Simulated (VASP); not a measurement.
# W (Im-3m) in VASP: notebook

One crystal, W, is run at these levels: r2SCAN; tasks: single point.

Program: VASP 6.6.1. These are calculated values, not measurements. Logs are shortened: lines on timing, memory, paths and dates and some standing lists are left out, and cuts for length are marked.

**1. The undisturbed crystal**

It takes space group Im-3m (No. 229, cubic). Conventional cell: a = 3.165 Å, b = 3.165 Å, c = 3.165 Å, α = 90.00°, β = 90.00°, γ = 90.00°. Around W (site symmetry m-3m) lie 8 W at 2.74 Å.

**2. Single point, r2SCAN (a relaxed cell with its volume scaled by 0.94)**

Input file INCAR:

```
SYSTEM = W
PREC = Accurate ; ENCUT = 520
EDIFF = 1E-7 ; ISMEAR = 0
SIGMA = 0.1 ; LREAL = .FALSE.
LASPH = .TRUE. ; NELM = 60
ALGO = Normal ; ISIF = 2
LWAVE = .FALSE. ; LCHARG = .FALSE.
METAGGA = R2SCAN ; LMIXTAU = .TRUE.
```

Input file KPOINTS:

```
regular mesh
0
G
  18 18 18
  0 0 0
```

Input file POSCAR:

```
W                                       
1.0
   -1.5538904424      1.5538904424      1.5538904424
    1.5538904424     -1.5538904424      1.5538904424
    1.5538904424      1.5538904424     -1.5538904424
  W             
     1
Direct
     0.0000000000000000    0.0000000000000000    0.0000000000000000
```

Potentials or basis: VASP PAW PBE potentials, release 64 (W_sv).

Launch:

```bash
$ cat potpaw_PBE.64/W_sv/POTCAR > POTCAR
$ mpirun -np 1 vasp_std > vasp.out
```

OUTCAR:

```text
SYSTEM = W
   PREC = Accurate
   ENCUT = 520
   EDIFF = 1E-7
   ISMEAR = 0
   LREAL = .FALSE.
   LASPH = .TRUE.
   NELM = 60
   ISIF = 2
   METAGGA = R2SCAN

 ion  position               nearest neighbor table
   1  0.000  0.000  0.000-

  LATTYP: Found a body centered cubic cell.
 ALAT       =     3.1077808848

  Lattice vectors:

 A1 = (  -1.5538904424,   1.5538904424,   1.5538904424)
 A2 = (   1.5538904424,  -1.5538904424,   1.5538904424)
 A3 = (   1.5538904424,   1.5538904424,  -1.5538904424)

Analysis of symmetry for initial positions (statically):
=====================================================================
 Subroutine PRICEL returns:
 Original cell was already a primitive cell.

 Routine SETGRP: Setting up the symmetry group for a
 body centered cubic supercell.

 Subroutine GETGRP returns: Found 48 space group operations
 (whereof 48 operations were pure point group operations)
 out of a pool of 48 trial point group operations.

The static configuration has the point symmetry O_h .

Analysis of symmetry for dynamics (positions and initial velocities):
=====================================================================
 Subroutine PRICEL returns:
 Original cell was already a primitive cell.

 Routine SETGRP: Setting up the symmetry group for a
 body centered cubic supercell.

 Subroutine GETGRP returns: Found 48 space group operations
 (whereof 48 operations were pure point group operations)
 out of a pool of 48 trial point group operations.

The dynamic configuration has the point symmetry O_h .

 Subroutine INISYM returns: Found 48 space group operations
 (whereof 48 operations are pure point group operations),
 and found     1 'primitive' translations

----------------------------------------------------------------------------------------

                                     Primitive cell

  volume of cell :      15.0079

  direct lattice vectors                    reciprocal lattice vectors
    -1.553890442  1.553890442  1.553890442     0.000000000  0.321773007  0.321773007
     1.553890442 -1.553890442  1.553890442     0.321773007  0.000000000  0.321773007
     1.553890442  1.553890442 -1.553890442     0.321773007  0.321773007  0.000000000

  length of vectors
     2.691417196  2.691417196  2.691417196     0.455055750  0.455055750  0.455055750

  position of ions in fractional coordinates (direct lattice)
     0.000000000  0.000000000  0.000000000

  ion indices of the primitive-cell ions
   primitive index   ion index
                 1           1

----------------------------------------------------------------------------------------

 KPOINTS: regular mesh

Automatic generation of k-mesh.
 Grid dimensions read from file:
 generate k-points for:   18   18   18

 Generating k-lattice:

  Cartesian coordinates                     Fractional coordinates (reciprocal lattice)
     0.000000000  0.017876278  0.017876278     0.055555556  0.000000000  0.000000000
     0.017876278  0.000000000  0.017876278     0.000000000  0.055555556  0.000000000
     0.017876278  0.017876278  0.000000000     0.000000000  0.000000000  0.055555556

  Length of vectors
     0.025280875  0.025280875  0.025280875

  Shift w.r.t. Gamma in fractional coordinates (k-lattice)
     0.000000000  0.000000000  0.000000000

 Subroutine IBZKPT returns following result:
 ===========================================

 Found    195 irreducible k-points:

 Following reciprocal coordinates:
            Coordinates               Weight
  0.000000  0.000000  0.000000      1.000000
  0.055556  0.000000  0.000000     12.000000
  0.111111  0.000000  0.000000     12.000000
  0.166667  0.000000  0.000000     12.000000
  0.222222  0.000000  0.000000     12.000000
  0.277778  0.000000  0.000000     12.000000
[... 16 lines left out ...]
  0.333333  0.111111 -0.000000     48.000000
  0.388889  0.111111  0.000000     48.000000
 [... further k-points ...]
   k-points           NKPTS =    195   k-points in BZ     NKDIM =    195   number of bands    NBANDS=     11
   number of dos      NEDOS =    301   number of ions     NIONS =      1
   total plane-waves  NPLWV =   8000
   dimension x,y,z NGX =    20 NGY =   20 NGZ =   20
   dimension x,y,z NGXF=    40 NGYF=   40 NGZF=   40
   ions per type =               1
   NGX,Y,Z   is equivalent  to a cutoff of  12.35, 12.35, 12.35 a.u.
   NGXF,Y,Z  is equivalent  to a cutoff of  24.71, 24.71, 24.71 a.u.
 SYSTEM =  W
   PREC   = accura    normal or accurate (medium, high low for compatibility)
   ISTART =      0    job   : 0-new  1-cont  2-samecut
   ICHARG =      2    charge: 1-file 2-atom 10-const
   ISPIN  =      1    spin polarized calculation?
   LNONCOLLINEAR =      F non collinear calculations
   LSORBIT =      F    spin-orbit coupling
   LASPH  =      T    aspherical Exc in radial PAW
   ENCUT  =  520.0 eV  38.22 Ry    6.18 a.u.   5.00  5.00  5.00*2*pi/ulx,y,z
   NELM   =     60;   NELMIN=  2; NELMDL= -5     # of ELM steps
   EDIFF  = 0.1E-06   stopping-criterion for ELM
   LREAL  =      F    real-space projection
   EDIFFG = 0.1E-05   stopping-criterion for IOM
   NSW    =      0    number of steps for IOM
   IBRION =     -1    ionic relax: 0-MD 1-quasi-New 2-CG
   NFREE  =      0    steps in history (QN), initial steepest desc. (CG)
   ISIF   =      2    stress and relaxation
   ISYM   =      2    0-nonsym 1-usesym 2-fastsym
   POTIM  = 0.5000    time-step for ionic-motion
   TEBEG  =    0.0;   TEEND  =   0.0 temperature during run
   PSTRESS=    0.0 pullay stress
   NELECT =      14.0000    total number of electrons
   NUPDOWN=      -1.0000    fix difference up-down
   EMIN   =  10.00;   EMAX   =-10.00  energy-range for DOS
   EFERMI =   0.00;   METHOD = LEGACY
   ISMEAR =     0;   SIGMA  =   0.10  broadening in eV -4-tet -1-fermi 0-gaus
   EFERMI_NEDOS =   21; number of points for ismear=-14 and -15
   IALGO  =     38    algorithm
   IMIX   =      4    mixing-type and parameters
     AMIX     =   0.40;   BMIX     =  1.00
     AMIX_MAG =   1.60;   BMIX_MAG =  1.00
  volume/ion in A,a.u.               =      15.01       101.28
  Fermi-wavevector in a.u.,A,eV,Ry     =   1.599597  3.022799 34.813350  2.558709
  Thomas-Fermi vector in A             =   2.696864
   LORBIT       =      0    0 simple, 1 ext, 2 COOP (PROOUT), +10 PAW based schemes
   METAGGA = R2SCAN    functional components
   LHFCALC =     F    Hartree Fock is set to
   AEXX    =    0.0000 exact exchange contribution
   IVDW    =     0    specifies the selected vdW correction
   LEPSILON=     F    determine dielectric tensor
   LRPA    =     F    only Hartree local field effects (RPA)
 non-spin polarized calculation
 Gauss-broadening in eV      SIGMA  =   0.10
  energy-cutoff  :      520.00
  volume of cell :       15.01
 maximum number of plane-waves:       420
   NGX =  9   NGY =  9   NGZ =  9

 number of electron      14.0000000 magnetization

 Free energy of the ion-electron system (eV)
  ---------------------------------------------------
  ext. energy  EPLUGINS =         0.00000000
  ---------------------------------------------------
  free energy    TOTEN  =       -51.28342804 eV

  energy without entropy =      -51.28029822  energy(sigma->0) =      -51.28186313

 E-fermi :  12.0865     XC(G=0): -15.3175

 val. band max:       12.0759303315   @ k =  -0.1667   0.1667   0.0556
 cond. band min:      12.1047071043   @ k =  -0.3889   0.3889   0.2778
 fundamental gap:      0.0287767729
 Fermi energy:        12.0865300159

 k-point     1 :       0.0000    0.0000    0.0000
  band No.  band energies     occupation
      1     -63.9465      2.00000
      2     -26.7099      2.00000
      3     -26.7099      2.00000
      4     -26.7099      2.00000
      5       1.6662      2.00000
      6      10.7193      2.00000
      7      10.7193      2.00000
      8      10.7193      2.00000
      9      14.7859      0.00000
     10      14.7859      0.00000
     11      27.4752      0.00000

 k-point     2 :       0.0556    0.0000    0.0000
  band No.  band energies     occupation
      1     -63.9408      2.00000
      2     -26.7642      2.00000
      3     -26.7264      2.00000
      4     -26.7103      2.00000
      5       1.8338      2.00000
      6      10.6139      2.00000
      7      10.6944      2.00000
      8      10.8808      2.00000
      9      14.6095      0.00000
     10      14.7841      0.00000
     11      27.6227      0.00000

 k-point     3 :       0.1111    0.0000    0.0000
  band No.  band energies     occupation
      1     -63.9243      2.00000
      2     -26.9184      2.00000
      3     -26.7736      2.00000
      4     -26.7113      2.00000
      5       2.3161      2.00000
      6      10.3235      2.00000
      7      10.5908      2.00000
      8      11.3601      2.00000
      9      14.2345      0.00000
     10      14.7883      0.00000
     11      27.9970      0.00000

 k-point     4 :       0.1667    0.0000    0.0000
  band No.  band energies     occupation
      1     -63.8990      2.00000
      2     -27.1492      2.00000
      3     -26.8451      2.00000
      4     -26.7129      2.00000
      5       3.0471      2.00000
      6       9.9112      2.00000
      7      10.3657      2.00000
      8      12.1404      0.44627
      9      13.9593      0.00000
     10      14.8218      0.00000
     11      28.3502      0.00000
[... 239 lines left out ...]
 k-point    22 :       0.2778    0.1111    0.0000
  band No.  band energies     occupation
      1     -63.7945      2.00000
      2     -27.9622      2.00000
      3     -27.1420      2.00000
      4     -26.7884      2.00000
      5       5.5690      2.00000
      6       8.6616      2.00000
      7       9.9271      2.00000
      8      14.0411      0.00000
      9      15.6134      0.00000
     10      16.6521      0.00000
     11      26.4892      0.00000

 k-point    23 :       0.3333    0.1111   -0.0000
  band No.  band energies     occupation
      1     -63.7703      2.00000
      2     -28.1357      2.00000
      3     -27.2253      2.00000
      4     -26.7919      2.00000
      5       5.6888      2.00000
      6       8.4005      2.00000
      7      10.6833      2.00000
      8      14.3698      0.00000
      9      15.7763      0.00000
     10      18.0919      0.00000
     11      25.3941      0.00000

 k-point    24 :       0.3889    0.1111    0.0000
  band No.  band energies     occupation
      1     -63.7544      2.00000
      2     -28.2470      2.00000
      3     -27.2797      2.00000
      4     -26.7941      2.00000
      5       5.6521      2.00000
      6       8.2405      2.00000
      7      11.4820      2.00000
      8      14.4904      0.00000
      9      16.0187      0.00000
     10      19.2503      0.00000
     11      24.4275      0.00000

 [... further k-points ...]
[... 5 lines left out ...]
  --------------------------------------------------------------------------------------
  -------------------------------------------------------------------------------------
  Total        2.1169784      2.1169784      2.1169784      0.0000000      0.0000000     -0.0000000
  in kB      225.9986479    225.9986479    225.9986479      0.0000000      0.0000000     -0.0000000
  external PRESSURE =     225.9986479 kB  Pullay stress =       0.0000000 kB

 VOLUME and BASIS-vectors are now :
 -----------------------------------------------------------------------------
  energy-cutoff  :      520.00
  volume of cell :       15.01
      direct lattice vectors                 reciprocal lattice vectors
    -1.553890442  1.553890442  1.553890442     0.000000000  0.321773007  0.321773007
     1.553890442 -1.553890442  1.553890442     0.321773007  0.000000000  0.321773007
     1.553890442  1.553890442 -1.553890442     0.321773007  0.321773007  0.000000000

 POSITION                                       TOTAL-FORCE (eV/Angst)
 -----------------------------------------------------------------------------------
      0.00000      0.00000      0.00000         0.000000      0.000000      0.000000
 -----------------------------------------------------------------------------------
    total drift:                                0.000000     -0.000000     -0.000000

  FREE ENERGIE OF THE ION-ELECTRON SYSTEM (eV)
  ---------------------------------------------------
  free  energy   TOTEN  =       -51.2834280357 eV

  energy  without entropy=      -51.2802982234  energy(sigma->0) =      -51.28186313
```

Run time: 88 s. Hardware: 1 thread of Intel Xeon 6975P-C (Granite Rapids), shared host; peak memory 0.15 GiB.

What came out:

- Free energy: -51.2834 eV
- Pressure: 22.6 GPa
- Band gap on the k mesh: none (metal or under the smearing width)

Levels at points of the mesh, in eV from the Fermi level:
| k point | band 4 | band 5 | band 6 | band 7 | band 8 | band 9 | band 10 | band 11 |
| --- | --- | --- | --- | --- | --- | --- | --- | --- |
| (0.00, 0.00, 0.00) | -38.80 | -10.42 | -1.37 | -1.37 | -1.37 | 2.70 | 2.70 | 15.39 |
| (0.50, 0.00, 0.00) | -38.81 | -6.93 | -4.02 | 0.76 | 2.58 | 3.70 | 6.87 | 12.23 |
| (0.50, 0.50, 0.50) | -39.93 | -6.49 | -6.49 | 5.77 | 5.77 | 5.77 | 9.04 | 9.04 |

Caveat: so large a pressure means that the cell lies far from this level's equilibrium, or that cutoff or potentials fall short; the potentials were made for another functional, which shifts forces and pressure. The run has no spin-orbit coupling, so splittings on W are missing.

**3. Single point, r2SCAN (a relaxed cell with its volume scaled by 1.06)**

INCAR is that of step 2.

KPOINTS is that of step 2.

Input file POSCAR:

```
W                                       
1.0
   -1.6173837150      1.6173837150      1.6173837150
    1.6173837150     -1.6173837150      1.6173837150
    1.6173837150      1.6173837150     -1.6173837150
  W             
     1
Direct
     0.0000000000000000    0.0000000000000000    0.0000000000000000
```

Potentials or basis: VASP PAW PBE potentials, release 64 (W_sv).

Launch:

```bash
$ cat potpaw_PBE.64/W_sv/POTCAR > POTCAR
$ mpirun -np 1 vasp_std > vasp.out
```

OUTCAR:

```text
SYSTEM = W
   PREC = Accurate
   ENCUT = 520
   EDIFF = 1E-7
   ISMEAR = 0
   LREAL = .FALSE.
   LASPH = .TRUE.
   NELM = 60
   ISIF = 2
   METAGGA = R2SCAN

 ion  position               nearest neighbor table
   1  0.000  0.000  0.000-

  LATTYP: Found a body centered cubic cell.
 ALAT       =     3.2347674300

  Lattice vectors:

 A1 = (  -1.6173837150,   1.6173837150,   1.6173837150)
[... 506 lines left out ...]
 k-point    24 :       0.3889    0.1111    0.0000
  band No.  band energies     occupation
      1     -65.7297      2.00000
      2     -29.8321      2.00000
      3     -29.1852      2.00000
      4     -28.8477      2.00000
      5       4.6419      2.00000
      6       7.0650      2.00000
      7       9.5705      2.00000
      8      12.4502      0.00000
      9      13.7219      0.00000
     10      16.4185      0.00000
     11      20.9360      0.00000

 [... further k-points ...]
[... 5 lines left out ...]
  --------------------------------------------------------------------------------------
  -------------------------------------------------------------------------------------
  Total       -1.7241997     -1.7241997     -1.7241997     -0.0000000     -0.0000000     -0.0000000
  in kB     -163.2296127   -163.2296127   -163.2296127     -0.0000000     -0.0000000     -0.0000000
  external PRESSURE =    -163.2296127 kB  Pullay stress =       0.0000000 kB

 VOLUME and BASIS-vectors are now :
 -----------------------------------------------------------------------------
  energy-cutoff  :      520.00
  volume of cell :       16.92
      direct lattice vectors                 reciprocal lattice vectors
    -1.617383715  1.617383715  1.617383715     0.000000000  0.309141236  0.309141236
     1.617383715 -1.617383715  1.617383715     0.309141236  0.000000000  0.309141236
     1.617383715  1.617383715 -1.617383715     0.309141236  0.309141236  0.000000000

 POSITION                                       TOTAL-FORCE (eV/Angst)
 -----------------------------------------------------------------------------------
      0.00000      0.00000      0.00000         0.000000      0.000000      0.000000
 -----------------------------------------------------------------------------------
    total drift:                               -0.000000      0.000000      0.000000

  FREE ENERGIE OF THE ION-ELECTRON SYSTEM (eV)
  ---------------------------------------------------
  free  energy   TOTEN  =       -51.2969699241 eV

  energy  without entropy=      -51.2930196972  energy(sigma->0) =      -51.29499481
```

OSZICAR:

```text
N       E                     dE             d eps       ncg     rms          rms(c)
DAV:   1     0.381889951008E+02    0.38189E+02   -0.80840E+03  4293   0.147E+03
DAV:   2    -0.538964998171E+02   -0.92085E+02   -0.89006E+02  4602   0.342E+02
DAV:   3    -0.556190077240E+02   -0.17225E+01   -0.16973E+01  4925   0.463E+01
[... 12 lines left out ...]
DAV:  16    -0.512969725609E+02   -0.40554E-05   -0.51818E-06  4599   0.285E-02    0.160E-03
DAV:  17    -0.512969690013E+02    0.35596E-05   -0.24781E-07  4503   0.608E-03    0.866E-04
DAV:  18    -0.512969708889E+02   -0.18876E-05   -0.35853E-08  2196   0.262E-03    0.799E-04
DAV:  19    -0.512969698768E+02    0.10121E-05   -0.25949E-08  2154   0.205E-03    0.853E-05
DAV:  20    -0.512969700089E+02   -0.13216E-06   -0.43882E-09  2157   0.998E-04    0.485E-05
DAV:  21    -0.512969699241E+02    0.84837E-07   -0.26002E-10  2148   0.251E-04
   1 F= -.51296970E+02 E0= -.51294995E+02  d E =-.395023E-02
```

It took 88 s on 1 thread of Intel Xeon 6975P-C (Granite Rapids), shared host; peak memory 0.18 GiB.

Results:

* Free energy: -51.2970 eV
* Pressure: -16.3 GPa
* Band gap on the k mesh: none (metal or under the smearing width)

Caveat: so large a pressure means that the cell lies far from this level's equilibrium, or that cutoff or potentials fall short; the potentials were made for another functional, which shifts forces and pressure. The run has no spin-orbit coupling, so splittings on W are missing.
